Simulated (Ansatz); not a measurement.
Al2O3 in Ansatz: the effect of functional

Al2O3:

```
CELL_PARAMETERS angstrom
4.61378 0.00000 0.00000
0.00000 9.56328 0.00000
0.00000 0.00000 3.11986
ATOMIC_POSITIONS crystal
Al 0.98298 0.82457 0.00000
Al 0.01702 0.17543 0.00000
Al 0.48297 0.67543 0.50000
Al 0.51702 0.32457 0.50000
O 0.50000 0.50000 0.50000
O 0.12363 0.75305 0.50000
O 0.37637 0.25305 0.00000
O 0.62364 0.74695 0.00000
O 0.00000 0.00000 0.00000
O 0.87636 0.24695 0.50000
```

Measurements of this composition are mostly on another form, of space group No. 167.

Alike in all runs:

```yaml
Program: Ansatz 0.2.0
Task: band structure
Potentials_or_basis: Ansatz PAW
Cutoff: "420 eV (not typed: the program's choice for these potentials)"
k_mesh: 5 × 3 × 7
Occupations: fermi-dirac, width 0.05 eV
Spin: no spin polarisation
```

```csv
functional,gap on the mesh (eV),pressure (GPa),largest force (eV/Å)
LDA,3.36,-6.5,0.20
PBEsol,3.43,-2.6,0.17
RPBE,?,?,?
revPBE,3.67,2.3,0.21
BLYP,3.64,1.5,0.21
```

Question: What does the run with functional RPBE give?

Answer: gap on the mesh 3.69 eV; pressure 3.0 GPa; largest force 0.22 eV/Å.

Caveats: the PAW data sets come from PBE, with cores solved anew for the run's functional, which leaves a small shift of forces and pressure.

Runs at the PBE level aren't shown here.
